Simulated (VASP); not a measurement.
# VASP 6.6.1 run: PbS

INCAR

```
ISMEAR = -1
LREAL = .FALSE.
GGA = PE
LCHARG = .FALSE.
PREC = Low
ISIF = 2
ENCUT = 520
IBRION = -1
LWAVE = .FALSE.
BMIX = 0.5
EDIFF = 1E-7
NSW = 0
NELM = 93
LASPH = .TRUE.
SIGMA = 0.02
NBANDS = 17
```

KPOINTS

```
KPOINTS created by Atomic Simulation Environment
0
Gamma
8 8 8
0 0 0
```

POSCAR

```
Pb S
 1.0000000000000000
    -0.0000000000000000    2.9872326629076547    2.9872326629076547
     2.9872326629076547   -0.0000000000000000    2.9872326629076547
     2.9872326629076547    2.9872326629076547    0.0000000000000000
 Pb  S
   1   1
Cartesian
 -0.0000000000000000  0.0000000000000000  0.0000000000000000
  2.9872326629076547  2.9872326629076547  2.9872326629076547
```

The recommended PBE PAW datasets give the neutral cell 20 valence electrons.

Command

```
mpirun -np 1 vasp_std
```

OSZICAR

```
N       E                     dE             d eps       ncg     rms          rms(c)
DAV:   1     0.159682061564E+03    0.15968E+03   -0.96430E+03   986   0.124E+03
DAV:   2     0.336907061788E+01   -0.15631E+03   -0.15109E+03  1052   0.317E+02
DAV:   3    -0.895757228631E+01   -0.12327E+02   -0.12045E+02  1342   0.935E+01
DAV:   4    -0.925843734748E+01   -0.30087E+00   -0.30067E+00  1241   0.160E+01
DAV:   5    -0.927026417689E+01   -0.11827E-01   -0.11826E-01  1531   0.306E+00    0.447E+00
DAV:   6    -0.875520944992E+01    0.51505E+00   -0.20858E+00  1533   0.979E+00    0.337E+00
DAV:   7    -0.876597529042E+01   -0.10766E-01   -0.10584E-01  1056   0.212E+00    0.211E+00
DAV:   8    -0.876950969543E+01   -0.35344E-02   -0.20527E-02  1294   0.159E+00    0.593E-01
DAV:   9    -0.876847430269E+01    0.10354E-02   -0.43692E-03  1516   0.645E-01    0.869E-02
DAV:  10    -0.876864781956E+01   -0.17352E-03   -0.32403E-04  1136   0.115E-01    0.941E-02
DAV:  11    -0.876864816327E+01   -0.34371E-06   -0.49122E-05  1355   0.862E-02    0.902E-03
DAV:  12    -0.876864848683E+01   -0.32356E-06   -0.18498E-06  1237   0.113E-02    0.166E-03
DAV:  13    -0.876864843226E+01    0.54569E-07   -0.80866E-08  1109   0.335E-03
   1 F= -.87686484E+01 E0= -.87686484E+01  d E =-.120976E-06
```

From OUTCAR

```
k-points           NKPTS =     29   k-points in BZ     NKDIM =     29   number of bands    NBANDS=     17

   NELECT =      20.0000    total number of electrons

   dimension x,y,z NGX =    24 NGY =   24 NGZ =   24
   dimension x,y,z NGXF=    24 NGYF=   24 NGZF=   24

  energy-cutoff  :      520.00
  volume of cell :       53.31
      direct lattice vectors                 reciprocal lattice vectors
     0.000000000  2.987232663  2.987232663    -0.167378995  0.167378995  0.167378995
     2.987232663  0.000000000  2.987232663     0.167378995 -0.167378995  0.167378995
     2.987232663  2.987232663  0.000000000     0.167378995  0.167378995 -0.167378995

 k-points in reciprocal lattice and weights: KPOINTS created by Atomic Simulation Env
   0.00000000  0.00000000  0.00000000       0.002
   0.12500000  0.00000000  0.00000000       0.016
   0.25000000  0.00000000  0.00000000       0.016
   0.37500000  0.00000000  0.00000000       0.016
   0.50000000  0.00000000  0.00000000       0.008
   0.12500000  0.12500000  0.00000000       0.012
   0.25000000  0.12500000  0.00000000       0.047
   0.37500000  0.12500000  0.00000000       0.047
   ...

 E-fermi :   5.7385

 k-point     1 :       0.0000    0.0000    0.0000
  band No.  band energies     occupation
      1     -11.2505      2.00000
      2     -11.2505      2.00000
      3     -11.2505      2.00000
      4     -11.2335      2.00000
      5     -11.2335      2.00000
      6      -7.8637      2.00000
      7      -0.5351      2.00000
      8       3.4742      2.00000
      9       3.4742      2.00000
     10       3.4742      2.00000
     11      10.6886      0.00000
     12      10.6886      0.00000
     13      10.6888      0.00000
     14      12.3258      0.00000
     15      12.3259      0.00000
     16      12.3259      0.00000
     17      14.2613      0.00000

 k-point     2 :       0.1250    0.0000    0.0000
  band No.  band energies     occupation
      1     -11.2498      2.00000
      2     -11.2477      2.00000
      3     -11.2475      2.00000
      4     -11.2344      2.00000
      5     -11.2342      2.00000
      6      -7.7352      2.00000
      7      -0.9540      2.00000
      8       3.5142      2.00000
      9       3.5142      2.00000
     10       3.7844      2.00000
     11       9.5063      0.00000
     12       9.9438      0.00000
     13       9.9439      0.00000
     14      12.2630      0.00000
     15      12.6868      0.00000
     16      12.6869      0.00000
     17      15.4109      0.00000

 k-point     3 :       0.2500    0.0000    0.0000
  band No.  band energies     occupation
      1     -11.2523      2.00000
      2     -11.2519      2.00000
      3     -11.2483      2.00000
      4     -11.2249      2.00000
      5     -11.2246      2.00000
      6      -7.3793      2.00000
      7      -1.8678      2.00000
      8       3.6277      2.00000
      9       3.6277      2.00000
     10       4.4052      2.00000
     11       7.9041      0.00000
     12       8.7710      0.00000
     13       8.7711      0.00000
     14      12.4337      0.00000
     15      13.5291      0.00000
     16      13.5292      0.00000
     17      17.3531      0.00000

 ...

  Total        0.2832930      0.2832930      0.2832930     -0.0000000      0.0000000      0.0000000
  in kB        8.5135212      8.5135212      8.5135212     -0.0000000      0.0000000      0.0000000
  external PRESSURE =       8.5135212 kB  Pullay stress =       0.0000000 kB

 POSITION                                       TOTAL-FORCE (eV/Angst)
 -----------------------------------------------------------------------------------
      0.00000      0.00000      0.00000        -0.000000     -0.000000      0.000000
      2.98723      2.98723      2.98723         0.000000      0.000000      0.000000
 -----------------------------------------------------------------------------------
    total drift:                               -0.000000     -0.000000      0.000000

  FREE ENERGIE OF THE ION-ELECTRON SYSTEM (eV)
  ---------------------------------------------------
  free  energy   TOTEN  =        -8.7686484323 eV

  energy  without entropy=       -8.7686483113  energy(sigma->0) =       -8.76864837
```

It converged. Results: gap between bands v and c on the k mesh 0.44 eV; least direct gap on the k mesh 0.44 eV; pressure 0.9 GPa. Band v is the last that the valence electrons fill when counted band by band, and c is the next.

For comparison, a separate PBE run of the intended cell, on usual settings and not on those above, gives a gap of 0.44 eV on its mesh and a pressure of 0.9 GPa.

The run above took about 12 s on one core of a shared host (Intel Xeon Platinum 8488C) and held 0.13 GiB at most.
